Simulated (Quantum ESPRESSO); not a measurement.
MgSi, 2 atoms in the cell. The structure is tetragonal, space group P4/mmm (No. 123). Conventional cell: a = 2.908 Å, b = 2.908 Å, c = 4.103 Å, α = 90.00°, β = 90.00°, γ = 90.00°. Si (site symmetry 4/mmm) has 8 Mg at 2.90 Å and 4 Si at 2.91 Å as nearest neighbours. Mg (site symmetry 4/mmm) has 8 Si at 2.90 Å and 4 Mg at 2.91 Å as nearest neighbours. The cell comes from a database or a generator and needn't be the stable form of this composition.

* Program: Quantum ESPRESSO 7.5
* Task: single point
* Functional: PBEsol
* Potentials or basis: GBRV 1.5 PBEsol
* Cutoff: 612 eV
* Density cutoff: 4898 eV
* k mesh: 9 × 9 × 7
* Occupations: fermi-dirac, width 0.05 eV
* Spin: no spin polarisation
* Mixing beta: 0.5
* Most SCF iterations: 120
* SCF threshold: 4e-10 Ry

Potentials or basis: GBRV 1.5 PBEsol.

The run is started by

```sh
$ OMP_NUM_THREADS=1 python run.py
```

Hardware: 2 MPI ranks on Arm Neoverse V2 (shared host).

Task: Estimate the wall time of this run.

Result: It took 8.1 s on 2 MPI ranks on Arm Neoverse V2 (shared host), peak memory 0.2 GiB a rank. Counts: scf iterations 8, k pools 2, bands 13, k points 60, g dense 27107.
